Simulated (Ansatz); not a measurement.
# CdSe: stress in a strained cell

CdSe is deformed so: x and y strained by -3 %, z held. What stress and forces result, by LAPW, PAW and all-electron datasets made for the crystal?

Program: Ansatz 0.2.0. Level of theory: DFT PBE, scalar-relativistic. These are calculated values, not measurements.

1 further run of the same task is left out (set aside as unsound or not needed).

### 1 The starting structure

The structure is cubic, space group F-43m (No. 216). The conventional cell has a = 6.196 Å, b = 6.196 Å, c = 6.196 Å, α = 90.00°, β = 90.00°, γ = 90.00°. Cd (site symmetry -43m) is surrounded by 4 Se at 2.68 Å. Around Se (site symmetry -43m) lie 4 Cd at 2.68 Å.

As a file:

```cif
data_structure
_symmetry_space_group_name_H-M 'P 1'
_symmetry_Int_Tables_number 1
_cell_length_a 4.3813
_cell_length_b 4.3813
_cell_length_c 4.3813
_cell_angle_alpha 60.000
_cell_angle_beta 60.000
_cell_angle_gamma 60.000
_cell_volume 59.47
loop_
_atom_site_label
_atom_site_type_symbol
_atom_site_fract_x
_atom_site_fract_y
_atom_site_fract_z
_atom_site_occupancy
Cd1 Cd 0.00000 0.00000 0.00000 1
Se1 Se 0.25000 0.25000 0.25000 1
```

Atoms are numbered in the order of the input: Cd1, Se2.

### 2 After the deformation

Space group F-43m before, I-4m2 after.

### 3 Full-potential LAPW

Input file input.yaml:

```yaml
crystal:
  lattice:
    - [0.0, 3.0051092287, 3.0980507512]
    - [3.0051092287, 0.0, 3.0980507512]
    - [3.0051092287, 3.0051092287, 0.0]
  atoms:
    - { symbol: Cd, position: [0.0, 0.0, 0.0] }
    - { symbol: Se, position: [0.25, 0.25, 0.25] }
kpoints:
  mp_grid: { grid: [10, 10, 10] }
scf:
  occupations: { method: fermi_dirac, width: 0.08 }
hamiltonian:
  xc: pbe
  pseudopotentials: { kind: all_electron, lapw: { basis_error: 0.00025 } }
output:
  forces: true
  stress: true
  eigenvalues: true
```

What it wrote, shortened:

```text
LAPW: plane waves up to 9.145 Å⁻¹, error target 2.5e-4 eV per atom; small_component_spin mean_spin; Se in spheres of 1.270 Å, 24 of its electrons in bands, Dirac shells []; Cd in spheres of 1.360 Å, 30 of its electrons in bands, Dirac shells []
[...]
Pseudopotentials: kind: all_electron
Pseudopotential: Cd, LAPW, valence charge 30, Koelling and Harmon's equation, gaussian nucleus
Pseudopotential: Se, LAPW, valence charge 24, Koelling and Harmon's equation, gaussian nucleus
Functional definition: PBE
[...]
Crystal: 2 atoms, lattice volume = 55.955 Å³
Basis set: ecut = 318.6288016133877 eV, 733 PW (Γ), FFT grids on a1−a2, a2, a3, exchange–correlation at level 2
Bands: 33, of which v1, the nominal top of the filled ones, is band 27 counted from 1 (26 counted from 0)
Symmetry: 8 space group operations
Space group: I-4m2 (ITA 119), of the structure as read, at distance tolerance 3.8e-5 Å
k-points: 102 of 1000 (time reversal used)
[...]
SCF iter   1: F=—  HF=-218362.713406 eV  |F-HF|=—  |Δ(HF+E_count)|=         —  Δρ=2.91e-2  dr2=1.00e0  ethr=1.85e-3  ⟨swp⟩=2.0  Hψ=20520  notcnv=0
[...]
the basis was enlarged: its passes take 314.7 KiB over the memory plan, 1 of 1 planned eigensolver slots
[...]
SCF iter   7: F=-218362.337764 eV  HF=-218362.337764 eV  |F-HF|=1.06e-7  |Δ(HF+E_count)|=   2.88e-6  Δρ=8.63e-6  dr2=3.33e-8  ethr=2.09e-9  ⟨swp⟩=3.0  Hψ=10136  notcnv=0
[...]
SCF converged after 7 iterations
Free energy (F): -218362.337764 eV
[...]
E sigma→0 (E₀):  -218362.337695 eV
Entropy (-TS):   -0.000138 eV (-0.069 meV/atom)
Fermi energy:    8.670258 eV
[...]
--- Forces (eV/Å), atoms counted from 1 ---
  atom   1  Cd    -0.00000000     0.00000000    -0.00000000
  atom   2  Se     0.00000000    -0.00000000     0.00000000
[...]
--- Stress (GPa, compression-positive) ---
        3.295930       0.000000       0.000000
        0.000000       3.295930       0.000000
        0.000000       0.000000       2.823064
  P = ⅓ Tr σ = 3.1383 GPa (31.383 kbar)
--- Band table (eV; the first three rows and the last of 102) ---
[...]
```

Run time: 93 s. Hardware: 1 thread, shared host.

Result: pressure 3.14 GPa; gap on the k mesh 0.58 eV.

### 4 PAW on the default files

Edit input.yaml of step 3 so:

```diff
@@ -14,3 +14,3 @@
   xc: pbe
-  pseudopotentials: { kind: all_electron, lapw: { basis_error: 0.00025 } }
+  pseudopotentials: { kind: paw }
 output:
@@ -19 +19,2 @@
   eigenvalues: true
+  efg: { contact_densities: true }
```

What it wrote, shortened:

```text
Cd: output.efg is read without spin–orbit coupling, which moves field gradients at and beside such atoms by some per cent and up to a factor of two; PAW files take it under magnetization.noncollinear and magnetization.spin_orbit
[...]
Pseudopotentials: kind: paw
Pseudopotential: Cd, paw, valence charge 20, recommended cutoff 420 eV (normal)
Pseudopotential: Se, paw, valence charge 16, recommended cutoff 420 eV (normal)
Functional definition: PBE
[...]
Crystal: 2 atoms, lattice volume = 55.955 Å³
Basis set: ecut = 420 eV, 1091 PW (Γ), exchange–correlation on 60×60×60 points (8 copies of the dense FFT grid, shifted against one another)
Bands: 22, of which v1, the nominal top of the filled ones, is band 18 counted from 1 (17 counted from 0)
Symmetry: 8 space group operations
Space group: I-4m2 (ITA 119), of the structure as read, at distance tolerance 3.8e-5 Å
[...]
Free energy (F): -13724.762673 eV
[...]
E sigma→0 (E₀):  -13724.762604 eV
Entropy (-TS):   -0.000138 eV (-0.069 meV/atom)
Fermi energy:    7.973847 eV
[...]
--- Forces (eV/Å), atoms counted from 1 ---
  atom   1  Cd     0.00000000    -0.00000000     0.00000000
  atom   2  Se    -0.00000000     0.00000000     0.00000000
[...]
--- Stress (GPa, compression-positive) ---
        3.276518       0.000000       0.000000
        0.000000       3.276518       0.000000
       -0.000000       0.000000       2.801599
  P = ⅓ Tr σ = 3.1182 GPa (31.182 kbar)
--- PAW observables at the nuclei: V_zz in 10²¹ V/m², potentials from the cell's mean, atoms counted from 1 ---
  atom   1  Cd V_zz =    -0.950234   η = 0.0000   by run symmetry: allowed
            electrostatic potential = -7704.313592 V   contact ρ = 1035911.087423 e/Å³
  atom   2  Se V_zz =    +1.264446   η = 0.0000   by run symmetry: allowed
            electrostatic potential = -4709.948573 V   contact ρ = 262876.514912 e/Å³
--- Band table (eV; the first three rows and the last of 102) ---
[... band rows left out ...]
[...]
```

Wall time 12 s (1 thread, shared host).

In short: pressure 3.12 GPa; gap on the k mesh 0.58 eV; Vzz Cd1 -0.95 (η = 0.00), Se2 1.26 (η = 0.00) (10²¹ V/m²).

### 5 Datasets made for this crystal

Edit input.yaml of step 4 so:

```diff
@@ -14,3 +14,3 @@
   xc: pbe
-  pseudopotentials: { kind: paw }
+  pseudopotentials: { kind: all_electron, datasets: crystal }
 output:
```

What it wrote, shortened:

```text
[...]
Cd: output.efg is read without spin–orbit coupling, which moves field gradients at and beside such atoms by some per cent and up to a factor of two; PAW files take it under magnetization.noncollinear and magnetization.spin_orbit
[...]
Pseudopotentials: kind: all_electron
Pseudopotential: Cd, paw, valence charge 20, recommended cutoff 240 eV (normal), Koelling and Harmon's equation, gaussian nucleus
Pseudopotential: Se, paw, valence charge 6, recommended cutoff 240 eV (normal), Koelling and Harmon's equation, gaussian nucleus
Functional definition: PBE
[...]
Crystal: 2 atoms, lattice volume = 55.955 Å³
Basis set: ecut = 240 eV, 491 PW (Γ), exchange–correlation on 48×48×48 points (8 copies of the dense FFT grid, shifted against one another)
Bands: 13, of which v1, the nominal top of the filled ones, is band 9 counted from 1 (8 counted from 0)
Symmetry: 8 space group operations
[...]
  atom   1  Cd     0.00000000     0.00000000     0.00000000
  atom   2  Se    -0.00000000     0.00000000    -0.00000000
[...]
--- Stress (GPa, compression-positive) ---
        3.296353       0.000000      -0.000000
        0.000000       3.296353       0.000000
        0.000000       0.000000       2.823370
  P = ⅓ Tr σ = 3.1387 GPa (31.387 kbar)
  It holds what live shells' own plane waves past their cutoff add
--- PAW observables at the nuclei: V_zz in 10²¹ V/m², potentials from the cell's mean, atoms counted from 1 ---
  atom   1  Cd V_zz =    -0.952905   η = -0.0000   by run symmetry: allowed
            electrostatic potential = -7704.215985 V   contact ρ = 1035891.512638 e/Å³
  atom   2  Se V_zz =    +1.273683   η = 0.0000   by run symmetry: allowed
            electrostatic potential = -4709.912915 V   contact ρ = 262946.953935 e/Å³
--- Band table (eV; the first three rows and the last of 102) ---
  k-point 0: bands = ["-4.3703", "0.2950", "0.3086", "0.3086", "0.6786", "0.6879", "8.1806", "8.2824", "8.2824", "8.8671", "14.2016"]
[...]
```

It took 21 s on 1 thread, shared host.

Read from it: pressure 3.14 GPa; gap on the k mesh 0.58 eV; Vzz Cd1 -0.95 (η = 0.00), Se2 1.27 (η = 0.00) (10²¹ V/m²).

### 6 Side by side

Stress (GPa, compression positive):

```csv
method,xx,yy,zz,yz,xz,xy
LAPW,3.30,3.30,2.82,0.00,0.00,0.00
PAW,3.28,3.28,2.80,0.00,0.00,0.00
crystal datasets,3.30,3.30,2.82,0.00,0.00,0.00
```

| method | pressure (GPa) | gap on the k mesh (eV) | Vzz Cd1 (10²¹ V/m²) | Vzz Se2 (10²¹ V/m²) | SCF cycles, all passes | time |
| --- | --- | --- | --- | --- | --- | --- |
| LAPW | 3.14 | 0.58 | – | – | 7 | 93 s |
| PAW | 3.12 | 0.58 | -0.95 | 1.26 | 6 | 12 s |
| crystal datasets | 3.14 | 0.58 | -0.95 | 1.27 | 8 | 21 s |

### 7 What came out

| quantity | value |
| --- | --- |
| pressure | LAPW 3.14, PAW 3.12, crystal datasets 3.14 GPa |
| largest shear or deviatoric stress (LAPW) | 0.32 GPa |

The largest part of the stress beyond the pressure is 0.32 GPa in size, in the zz component; the atoms are carried along and not relaxed. No run of the undeformed cell stands beside it, so the pressure holds what the given cell had before the change. PAW: stress within 0.02 GPa of LAPW. Crystal datasets: stress within 0.01 GPa of LAPW.
